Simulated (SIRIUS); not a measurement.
# GaP (F-43m) in SIRIUS: convergence with wave cutoff

Aim: find how far wave cutoff must go before the results for GaP settle, at PBEsol. This setting moves, with any that are tied to it; all else stays.

Program: SIRIUS 7.10.0. These are calculated values, not measurements. Logs are shortened: lines on timing, memory, paths and dates and some standing lists are left out, and cuts for length are marked. The log counts tension as positive stress, the text compression.

## 1. Starting point

Symmetry: F-43m, No. 216, cubic system. The conventional cell has a = 5.451 Å, b = 5.451 Å, c = 5.451 Å, α = 90.00°, β = 90.00°, γ = 90.00°. Around Ga (site symmetry -43m) lie 4 P at 2.36 Å. P (site symmetry -43m) is surrounded by 4 Ga at 2.36 Å.

## 2. With wave cutoff 275.5 eV

Contents of sirius.json:

```json
{
  "control": {
    "processing_unit": "cpu",
    "verbosity": 2,
    "num_bands_to_print": 16,
    "print_forces": true,
    "print_stress": true
  },
  "parameters": {
    "electronic_structure_method": "pseudopotential",
    "xc_functionals": ["XC_GGA_X_PBE_SOL", "XC_GGA_C_PBE_SOL"],
    "gk_cutoff": 4.5,
    "pw_cutoff": 9.0,
    "ngridk": [8, 8, 8],
    "shiftk": [0, 0, 0],
    "smearing": "fermi_dirac",
    "smearing_width": 0.0018374661,
    "num_bands": 16,
    "num_mag_dims": 0,
    "num_dft_iter": 100,
    "energy_tol": 1e-08,
    "density_tol": 1e-06
  },
  "iterative_solver": {
    "type": "davidson",
    "min_tolerance": 1e-10
  },
  "mixer": {
    "type": "anderson",
    "beta": 0.7,
    "max_history": 8
  },
  "settings": {
    "tol_ne": 1e-10
  },
  "unit_cell": {
    "lattice_vectors": [
      [0.0, 5.149976121136, 5.149976121136],
      [5.149976121136, 0.0, 5.149976121136],
      [5.149976121136, 5.149976121136, 0.0]
    ],
    "atom_coordinate_units": "lattice",
    "atom_types": ["Ga", "P"],
    "atom_files": {
      "Ga": "Ga.json",
      "P": "P.json"
    },
    "atoms": {
      "Ga": [
        [0.0, 0.0, 0.0]
      ],
      "P": [
        [0.75, 0.75, 0.75]
      ]
    }
  }
}
```

Potentials or basis: PseudoDojo 0.4.1 PBEsol standard (scalar relativistic).

Launch:

```sh
upf_to_json Ga.upf
upf_to_json P.upf
OMP_NUM_THREADS=1 sirius.scf --input=sirius.json --output=out.json --task=0
```

The program printed:

```text
[info] SIRIUS version : 7.10.0
[info] number of MPI ranks           : 1
[info] MPI grid                      : 1 1
[info] maximum number of OMP threads : 1
[fft] FFT context for density and potential
[fft] =====================================
[fft]   comm size                             : 1
[fft]   plane wave cutoff                     : 9
[fft]   grid size                             : 24 24 24   total : 13824
[fft]   grid limits                           : -11 12   -11 12   -11 12
[fft]   number of G-vectors within the cutoff : 1692
[fft]   local number of G-vectors             : 1692
[fft]   number of G-shells                    : 119
[fft] FFT context for coarse grid
[fft] =====================================
[fft]   comm size                             : 1
[fft]   plane wave cutoff                     : 9
[fft]   grid size                             : 24 24 24   total : 13824
[fft]   grid limits                           : -11 12   -11 12   -11 12
[fft]   number of G-vectors within the cutoff : 1692
[fft]   local number of G-vectors             : 1692
[fft]   number of G-shells                    : 119
[unit cell] lattice vectors
[unit cell]   a1 :       0.0000000000      5.1499761211      5.1499761211
[unit cell]   a2 :       5.1499761211      0.0000000000      5.1499761211
[unit cell]   a3 :       5.1499761211      5.1499761211      0.0000000000
[unit cell] reciprocal lattice vectors
[unit cell]   b1 :      -0.6100208195      0.6100208195      0.6100208195
[unit cell]   b2 :       0.6100208195     -0.6100208195      0.6100208195
[unit cell]   b3 :       0.6100208195      0.6100208195     -0.6100208195
[unit cell] unit cell volume :       273.17795005 [a.u.^3]
[unit cell] 1/sqrt(omega)    :         0.06050304
[unit cell] MT volume        :         0.00000000 ( 0.00%)
[unit cell] IT volume        :       273.17795005 (100.00%)
[unit cell] number of atom types : 2
[unit cell] type id : 0 symbol : Ga mt_radius :  19.010000 num_atoms : 1
[unit cell] type id : 1 symbol :  P mt_radius :  12.970000 num_atoms : 1
[... 442 lines left out ...]
[find] Total energy                   :     -72.47895634 (Ha),    -144.95791268 (Ry)
[find] Free energy (E-TS)             :     -72.47910502 (Ha),    -144.95821004 (Ry)
[find] band gap (eV)                  :       0.00000000
[find] Efermi                         :       0.28608852
[ground_state] === stress tensor components [kbar] ===
[ground_state] === stress_kin ===
[ground_state] -27989.023922   -0.000000    0.000000
[ground_state]    -0.000000-27989.023922    0.000000
[ground_state]     0.000000    0.000000-27989.023922
[ground_state] === stress_har ===
[ground_state] -6150.232238   -0.000000    0.000000
[ground_state]    -0.000000-6150.232238    0.000000
[ground_state]     0.000000    0.000000-6150.232238
[ground_state] === stress_ewald ===
[ground_state] 17317.584380    0.000000   -0.000000
[ground_state]     0.00000017317.584380   -0.000000
[ground_state]    -0.000000   -0.00000017317.584380
[ground_state] === stress_vloc ===
[ground_state]  7640.645656    0.000000    0.000000
[ground_state]     0.000000 7640.645656   -0.000000
[ground_state]     0.000000   -0.000000 7640.645656
[ground_state] === stress_xc ===
[ground_state] -7387.109338   -0.000000    0.000000
[ground_state]    -0.000000-7387.109338    0.000000
[ground_state]     0.000000    0.000000-7387.109338
[ground_state] === stress_core ===
[ground_state] 11899.049355    0.000000   -0.000000
[ground_state]     0.00000011899.049355   -0.000000
[ground_state]    -0.000000   -0.00000011899.049355
[ground_state] === stress_nonloc ===
[ground_state] 17298.352599    0.000000    0.000000
[ground_state]     0.00000017298.352599   -0.000000
[ground_state]     0.000000   -0.00000017298.352599
[ground_state] === stress_us_nl ===
[ground_state] 17298.352599    0.000000    0.000000
[ground_state]     0.00000017298.352599   -0.000000
[ground_state]     0.000000   -0.00000017298.352599
[ground_state] === stress_total ===
[ground_state] 12629.266491    0.000000   -0.000000
[ground_state]     0.00000012629.266491   -0.000000
[ground_state]    -0.000000   -0.00000012629.266491
[ground_state] ==== total Forces in Ha/bohr =====
[ground_state] atom:    0, force:      -0.0000000      0.0000000     -0.0000000
[ground_state] atom:    1, force:       0.0000000     -0.0000000      0.0000000
[ground_state] ==== ultrasoft contribution from Qij =====
[ground_state] atom:    0, force:       0.0000000      0.0000000      0.0000000
[ground_state] atom:    1, force:       0.0000000      0.0000000      0.0000000
[ground_state] ==== non-local contribution from Beta-projector =====
[ground_state] atom:    0, force:      -0.0000000      0.0000000      0.0000000
[ground_state] atom:    1, force:       0.0000000      0.0000000      0.0000000
[ground_state] ==== contribution from local potential =====
[ground_state] atom:    0, force:      -0.0000000      0.0000000     -0.0000000
[ground_state] atom:    1, force:       0.0000000     -0.0000000      0.0000000
[ground_state] ==== contribution from core density =====
[ground_state] atom:    0, force:       0.0000000      0.0000000      0.0000000
[ground_state] atom:    1, force:       0.0000000     -0.0000000      0.0000000
[ground_state] ==== Ewald forces from ions =====
[ground_state] atom:    0, force:      -0.0000000      0.0000000      0.0000000
[ground_state] atom:    1, force:       0.0000000      0.0000000      0.0000000
[~DFT_ground_state] local op. applied: 20349
[~DFT_ground_state] evp. work count: 5201.95
[~DFT_ground_state] number of iterative solver steps: 1370
```

Run time: 15 s. Hardware: 1 thread of Arm Neoverse N1, shared host; peak memory 0.17 GiB.

What came out:

| Quantity | Value |
| --- | --- |
| Free energy | -1972.2569 eV |
| Pressure | -1262.9 GPa |
| Band gap on the k mesh | none (metal or under the smearing width) |

## 3. With wave cutoff 396.7 eV

sirius.json: that of step 2 with these lines changed.

```diff
@@ -11,4 +11,4 @@
     "xc_functionals": ["XC_GGA_X_PBE_SOL", "XC_GGA_C_PBE_SOL"],
-    "gk_cutoff": 4.5,
-    "pw_cutoff": 9.0,
+    "gk_cutoff": 5.4,
+    "pw_cutoff": 10.8,
     "ngridk": [8, 8, 8],
@@ -37,6 +37,7 @@
     "lattice_vectors": [
-      [0.0, 5.149976121136, 5.149976121136],
-      [5.149976121136, 0.0, 5.149976121136],
-      [5.149976121136, 5.149976121136, 0.0]
+      [0.0, 0.707106781187, 0.707106781187],
+      [0.707106781187, 0.0, 0.707106781187],
+      [0.707106781187, 0.707106781187, 0.0]
     ],
+    "lattice_vectors_scale": 7.2831660764,
     "atom_coordinate_units": "lattice",
```

Potentials or basis: PseudoDojo 0.4.1 PBEsol standard (scalar relativistic).

Launch:

```sh
upf_to_json Ga.upf
upf_to_json P.upf
OMP_NUM_THREADS=1 sirius.scf --input=sirius.json --output=out.json --task=0
```

Run time: 25 s. Hardware: 1 thread of Arm Neoverse N1, shared host; peak memory 0.18 GiB.

Results:

* Free energy: -2136.5746 eV
* Pressure: -1056.5 GPa
* Band gap on the k mesh: 0.51 eV

## 4. With wave cutoff 540 eV

sirius.json: that of step 3 with these lines changed.

```diff
@@ -11,4 +11,4 @@
     "xc_functionals": ["XC_GGA_X_PBE_SOL", "XC_GGA_C_PBE_SOL"],
-    "gk_cutoff": 5.4,
-    "pw_cutoff": 10.8,
+    "gk_cutoff": 6.3,
+    "pw_cutoff": 12.6,
     "ngridk": [8, 8, 8],
@@ -37,7 +37,6 @@
     "lattice_vectors": [
-      [0.0, 0.707106781187, 0.707106781187],
-      [0.707106781187, 0.0, 0.707106781187],
-      [0.707106781187, 0.707106781187, 0.0]
+      [0.0, 5.149976121136, 5.149976121136],
+      [5.149976121136, 0.0, 5.149976121136],
+      [5.149976121136, 5.149976121136, 0.0]
     ],
-    "lattice_vectors_scale": 7.2831660764,
     "atom_coordinate_units": "lattice",
```

Launch:

```sh
upf_to_json Ga.upf
upf_to_json P.upf
OMP_NUM_THREADS=1 sirius.scf --input=sirius.json --output=out.json --task=0
```

It took 28 s on 1 thread of Arm Neoverse N1, shared host; peak memory 0.22 GiB.

Results:

| Quantity | Value |
| --- | --- |
| Free energy | -2231.3276 eV |
| Pressure | -540.5 GPa |
| Band gap on the k mesh | 1.37 eV |

## 5. With wave cutoff 705.3 eV

sirius.json: that of step 4 with these lines changed.

```diff
@@ -11,4 +11,4 @@
     "xc_functionals": ["XC_GGA_X_PBE_SOL", "XC_GGA_C_PBE_SOL"],
-    "gk_cutoff": 6.3,
-    "pw_cutoff": 12.6,
+    "gk_cutoff": 7.2,
+    "pw_cutoff": 14.4,
     "ngridk": [8, 8, 8],
```

Launch:

```sh
upf_to_json Ga.upf
upf_to_json P.upf
OMP_NUM_THREADS=1 sirius.scf --input=sirius.json --output=out.json --task=0
```

Wall time 47 s (1 thread of Arm Neoverse N1, shared host); peak memory 0.26 GiB.

What came out:

| Quantity | Value |
| --- | --- |
| Free energy | -2262.5949 eV |
| Pressure | -120.4 GPa |
| Band gap on the k mesh | 1.52 eV |

## 6. With wave cutoff 892.7 eV

sirius.json: that of step 5 with these lines changed.

```diff
@@ -11,4 +11,4 @@
     "xc_functionals": ["XC_GGA_X_PBE_SOL", "XC_GGA_C_PBE_SOL"],
-    "gk_cutoff": 7.2,
-    "pw_cutoff": 14.4,
+    "gk_cutoff": 8.1,
+    "pw_cutoff": 16.2,
     "ngridk": [8, 8, 8],
```

Potentials or basis: PseudoDojo 0.4.1 PBEsol standard (scalar relativistic).

Launch:

```sh
upf_to_json Ga.upf
upf_to_json P.upf
OMP_NUM_THREADS=1 sirius.scf --input=sirius.json --output=out.json --task=0
```

It took 67 s on 1 thread of Arm Neoverse N1, shared host; peak memory 0.31 GiB.

The run converged. Its results:

```yaml
Free_energy: -2266.6469 eV
Pressure: -7.1 GPa
Band_gap_on_the_k_mesh: 1.52 eV
```

## 7. With wave cutoff 1102.1 eV

sirius.json: that of step 6 with these lines changed.

```diff
@@ -11,4 +11,4 @@
     "xc_functionals": ["XC_GGA_X_PBE_SOL", "XC_GGA_C_PBE_SOL"],
-    "gk_cutoff": 8.1,
-    "pw_cutoff": 16.2,
+    "gk_cutoff": 9.0,
+    "pw_cutoff": 18.0,
     "ngridk": [8, 8, 8],
@@ -37,6 +37,7 @@
     "lattice_vectors": [
-      [0.0, 5.149976121136, 5.149976121136],
-      [5.149976121136, 0.0, 5.149976121136],
-      [5.149976121136, 5.149976121136, 0.0]
+      [0.0, 0.707106781187, 0.707106781187],
+      [0.707106781187, 0.0, 0.707106781187],
+      [0.707106781187, 0.707106781187, 0.0]
     ],
+    "lattice_vectors_scale": 7.2831660764,
     "atom_coordinate_units": "lattice",
```

Launch:

```sh
upf_to_json Ga.upf
upf_to_json P.upf
OMP_NUM_THREADS=1 sirius.scf --input=sirius.json --output=out.json --task=0
```

Wall time 1.7 min (1 thread of Arm Neoverse N1, shared host); peak memory 0.38 GiB.

It converged, with:

```yaml
Free_energy: -2266.7690 eV
Pressure: -0.5 GPa
Band_gap_on_the_k_mesh: 1.52 eV
```

## 8. With wave cutoff 1457.5 eV

sirius.json: that of step 7 with these lines changed.

```diff
@@ -11,4 +11,4 @@
     "xc_functionals": ["XC_GGA_X_PBE_SOL", "XC_GGA_C_PBE_SOL"],
-    "gk_cutoff": 9.0,
-    "pw_cutoff": 18.0,
+    "gk_cutoff": 10.35,
+    "pw_cutoff": 20.7,
     "ngridk": [8, 8, 8],
```

Launch:

```sh
upf_to_json Ga.upf
upf_to_json P.upf
OMP_NUM_THREADS=1 sirius.scf --input=sirius.json --output=out.json --task=0
```

Wall time 2.2 min (1 thread of Arm Neoverse N1, shared host); peak memory 0.51 GiB.

It converged, with:

| Item | Value |
| --- | --- |
| Free energy | -2266.7697 eV |
| Pressure | -0.5 GPa |
| Band gap on the k mesh | 1.52 eV |

## 9. With wave cutoff 1862.5 eV

sirius.json: that of step 8 with these lines changed.

```diff
@@ -11,4 +11,4 @@
     "xc_functionals": ["XC_GGA_X_PBE_SOL", "XC_GGA_C_PBE_SOL"],
-    "gk_cutoff": 10.35,
-    "pw_cutoff": 20.7,
+    "gk_cutoff": 11.7,
+    "pw_cutoff": 23.4,
     "ngridk": [8, 8, 8],
@@ -37,7 +37,6 @@
     "lattice_vectors": [
-      [0.0, 0.707106781187, 0.707106781187],
-      [0.707106781187, 0.0, 0.707106781187],
-      [0.707106781187, 0.707106781187, 0.0]
+      [0.0, 5.149976121136, 5.149976121136],
+      [5.149976121136, 0.0, 5.149976121136],
+      [5.149976121136, 5.149976121136, 0.0]
     ],
-    "lattice_vectors_scale": 7.2831660764,
     "atom_coordinate_units": "lattice",
```

Potentials or basis: PseudoDojo 0.4.1 PBEsol standard (scalar relativistic).

Launch:

```sh
upf_to_json Ga.upf
upf_to_json P.upf
OMP_NUM_THREADS=1 sirius.scf --input=sirius.json --output=out.json --task=0
```

Run time: 3.2 min. Hardware: 1 thread of Arm Neoverse N1, shared host; peak memory 0.65 GiB.

It converged, with:

```
Free energy            : -2266.7711 eV
Pressure               : -0.5 GPa
Band gap on the k mesh : 1.52 eV
```

## 10. Summary

```csv
wave cutoff,"energy less the tightest run, at zero smearing (meV/atom)",pressure (GPa),gap on the mesh (eV),SCF cycles,CPU time (s),peak memory (GiB)
275.5 eV,147258.09,-1262.93,0.000,20,15,0.17
396.7 eV,65098.23,-1056.49,0.511,18,25,0.18
540 eV,17721.73,-540.47,1.371,18,28,0.22
705.3 eV,2088.10,-120.41,1.523,17,46,0.26
892.7 eV,62.07,-7.14,1.519,16,67,0.31
1102.1 eV,1.05,-0.51,1.519,16,100,0.38
1457.5 eV,0.69,-0.51,1.519,16,130,0.51
1862.5 eV,0.00,-0.52,1.519,16,190,0.65
```

Against the tightest run, the energy stays within 1 meV/atom from 1457.5 eV on; the pressure stays within 0.1 GPa from 1102.1 eV on; the gap on the mesh stays within 0.01 eV from 705.3 eV on. The tightest run that finished is the yardstick and may itself not be fully converged.
